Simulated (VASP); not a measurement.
# From an Ansatz input to VASP: SiC (ordered alloy on diamond lattice)

Ansatz input

```yaml
crystal:
  lattice:
    - [1.5415877826, 0.8900361213, 5.3212273214]
    - [-1.5415877826, 0.8900361213, 5.3212273214]
    - [0.0, -1.7800722426, 5.3212273214]
  atoms:
    - { symbol: C, position: [0.4491910688, 0.4491910688, 0.4491910688] }
    - { symbol: Si, position: [0.9254740595, 0.9254740595, 0.9254740595] }
    - { symbol: Si, position: [0.0745259405, 0.0745259405, 0.0745259405] }
    - { symbol: C, position: [0.5508089312, 0.5508089312, 0.5508089312] }
kpoints:
  mp_grid: { grid: [10, 10, 10] }
  band_path:
    path:
      - [0.0, 0.0, 0.0]
      - [0.5, 0.0, 0.0]
      - [0.5, 0.1853175919, -0.1853175919]
      - [0.8146824081, 0.5, 0.1853175919]
      - [0.5, 0.5, 0.5]
      - [0.342658796, 0.0, -0.342658796]
      - [0.657341204, 0.342658796, 0.0]
      - [0.5, 0.5, 0.0]
      - [0.657341204, 0.657341204, 0.1853175919]
    npoints: 1
hamiltonian:
  xc: pbesol
scf:
  occupations: { method: fixed }
  n_extra_bands: 5
output:
  forces: true
  stress: true
  eigenvalues: true
```

Write VASP inputs for this cell and level of theory.



INCAR

```
ISMEAR = 0
LWAVE = .FALSE.
PREC = Accurate
LCHARG = .TRUE.
LELF = .TRUE.
EDIFF = 1E-7
LASPH = .TRUE.
ENCUT = 520
SIGMA = 0.01
GGA = PS
LREAL = .FALSE.
NELM = 120
IBRION = -1
ISIF = 2
NSW = 0
NBANDS = 16
```

KPOINTS

```
KPOINTS created by Atomic Simulation Environment
0
Gamma
10 10 10
0 0 0
```

KPOINTS_OPT

```
special points
9
Reciprocal
0.0000000000 0.0000000000 0.0000000000 1
0.5000000000 0.0000000000 0.0000000000 1
0.5000000000 0.1853175919 -0.1853175919 1
0.8146824081 0.5000000000 0.1853175919 1
0.5000000000 0.5000000000 0.5000000000 1
0.3426587960 0.0000000000 -0.3426587960 1
0.6573412040 0.3426587960 0.0000000000 1
0.5000000000 0.5000000000 0.0000000000 1
0.6573412040 0.6573412040 0.1853175919 1
```

POSCAR

```
C  Si
 1.0000000000000000
     1.5415877826110078    0.8900361212533012    5.3212273213654262
    -1.5415877826110078    0.8900361212533012    5.3212273213654262
    -0.0000000000000000   -1.7800722425564093    5.3212273213570960
 C   Si
   2   2
Cartesian
  0.0000000000000001 -0.0000000000223728  7.1707433633570190
 -0.0000000000000001 -0.0000000000274342  8.7929386007309294
 -0.0000000000000001 -0.0000000000460952 14.7739735521944997
  0.0000000000000000 -0.0000000000037119  1.1897084118934480
```

VASP ran with the recommended PBE PAW datasets (16 valence electrons in the cell). Other inputs would serve too.

```csv
,Ansatz,VASP
gap between bands v and c,0.39 eV,0.38 eV
least direct gap,1.71 eV,1.70 eV
pressure,-0.8 GPa,-0.5 GPa
largest force,0.35 eV/Å,0.35 eV/Å
```

The two codes use different PAW datasets and cutoffs. VASP's cell holds 16 valence electrons and Ansatz's 16. Ansatz's stress includes a Pulay correction; VASP's doesn't.
